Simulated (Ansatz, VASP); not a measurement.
## Two plane-wave programs on P

```
P
1.0
     0.00000    1.82709    1.82709
     1.82709    0.00000    1.82709
     1.82709    1.82709    0.00000
P
1
Cartesian
  0.0000 0.0000 0.0000
```

Alike in both runs: task single point; functional LDA; k mesh 16 × 16 × 16; occupations fermi-dirac, width 0.1 eV; no spin polarisation.

|  | VASP | Ansatz |
| --- | --- | --- |
| version | VASP 6.6.1 | Ansatz 0.2.0 |
| potentials or method | VASP PAW LDA potentials, release 64 (P) | plane waves (420 eV) with PAW, scalar-relativistic |
| plane-wave cutoff (eV) | 520 | 420 |
| valence electrons in the cell | 5 | 5 |

|  | VASP | Ansatz | Ansatz less VASP |
| --- | --- | --- | --- |
| pressure (GPa) | 17.6 | 17.7 | +0.15 |

Ansatz warned: «pseudo_functional_mismatch».

Caveats: so large a pressure means that the cell lies far from this level's equilibrium, or that cutoff or potentials fall short (VASP).
